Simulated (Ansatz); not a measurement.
# C (P6/mmm), symmetry broken, then relaxed

These are results of DFT r2SCAN, scalar-relativistic, plane waves, PAW in Ansatz 0.2.0, not measurements. The runs took a 500 eV cutoff, a Γ-centred 18×18×4 mesh and Gaussian smearing (0.15 eV). No spin polarisation. Energies are free energies at this smearing, counted from the undisturbed cell; pressure is positive in compression.

Zero of the scan (relaxed at this level; this form isn't the usual structure):

```
C
1.0
     2.45596    0.00000    0.00000
    -1.22798    2.12692    0.00000
     0.00000    0.00000    8.52385
C
2
Direct
  0.33333 0.66667 0.00000
  0.66667 0.33333 0.00000
```

The cell holds layers and no dispersion correction was added, so their binding is poorly described.

The atoms are displaced (Å, in the unstrained cell):

| atom | ux | uy | uz |
| --- | --- | --- | --- |
| C1 | 0.012 | -0.086 | -0.064 |
| C2 | -0.012 | 0.086 | 0.064 |

The atoms are then relaxed in that fixed cell.

Problem. Does the relaxation return to the undisturbed structure?

Solution. Yes (up to a choice of domain or origin): same space group and volume, and an energy 0.0 meV/atom from it. The disturbance itself cost 428.3 meV/atom. The final space group reads P6/mmm (tolerance 0.05 Å) and the volume changes by 0.00 %.

Final structure:

```
CELL_PARAMETERS angstrom
2.45596 0.00000 0.00000
-1.22798 2.12692 0.00000
0.00000 0.00000 8.52385
ATOMIC_POSITIONS crystal
C 0.33333 0.66667 0.00000
C 0.66667 0.33333 0.00000
```

The relaxation, step by step (energy from the first step):

| step | ΔE (meV/atom) | largest force component (eV/Å) | pressure (GPa) |
| --- | --- | --- | --- |
| 1 | 0.0 | 7.270 | n/a |
| 2 | -313.5 | 4.644 | n/a |
| 3 | -428.3 | 0.060 | n/a |
| 4 | -428.3 | 0.060 | n/a |
| 5 | -428.3 | 0.000 | n/a |
| 6 | -428.3 | 0.000 | n/a |

Frames along the relaxation (Å, eV/Å):

```xyz
2
Lattice="2.456 0.000 0.000 -1.228 2.127 0.000 0.000 0.000 8.524" Properties=species:S:1:pos:R:3:forces:R:3 pbc="T T T" step=1
C     0.012    1.332   -0.064   -1.821    7.270    1.881
C     1.216    0.795    0.064    1.821   -7.270   -1.881
2
Lattice="2.456 0.000 0.000 -1.228 2.127 0.000 0.000 0.000 8.524" Properties=species:S:1:pos:R:3:forces:R:3 pbc="T T T" step=2
C     0.006    1.372    0.011   -0.759    4.644   -0.351
C     1.222    0.755   -0.011    0.759   -4.644    0.351
2
Lattice="2.456 0.000 0.000 -1.228 2.127 0.000 0.000 0.000 8.524" Properties=species:S:1:pos:R:3:forces:R:3 pbc="T T T" step=3
C    -0.001    1.418    0.000    0.060   -0.040    0.016
C     1.229    0.709    0.000   -0.060    0.040   -0.016
2
Lattice="2.456 0.000 0.000 -1.228 2.127 0.000 0.000 0.000 8.524" Properties=species:S:1:pos:R:3:forces:R:3 pbc="T T T" step=4
C    -0.001    1.418    0.000    0.060   -0.041    0.017
C     1.229    0.709    0.000   -0.060    0.041   -0.017
2
Lattice="2.456 0.000 0.000 -1.228 2.127 0.000 0.000 0.000 8.524" Properties=species:S:1:pos:R:3:forces:R:3 pbc="T T T" step=5
C     0.000    1.418    0.000    0.000    0.000    0.000
C     1.228    0.709    0.000    0.000    0.000    0.000
2
Lattice="2.456 0.000 0.000 -1.228 2.127 0.000 0.000 0.000 8.524" Properties=species:S:1:pos:R:3:forces:R:3 pbc="T T T" step=6
C     0.000    1.418    0.000    0.000    0.000    0.000
C     1.228    0.709    0.000    0.000    0.000    0.000
```

Cost: 3 runs of about 1.4 core-minutes in all, on AMD EPYC 9R45 (Zen 5) (shared hosts).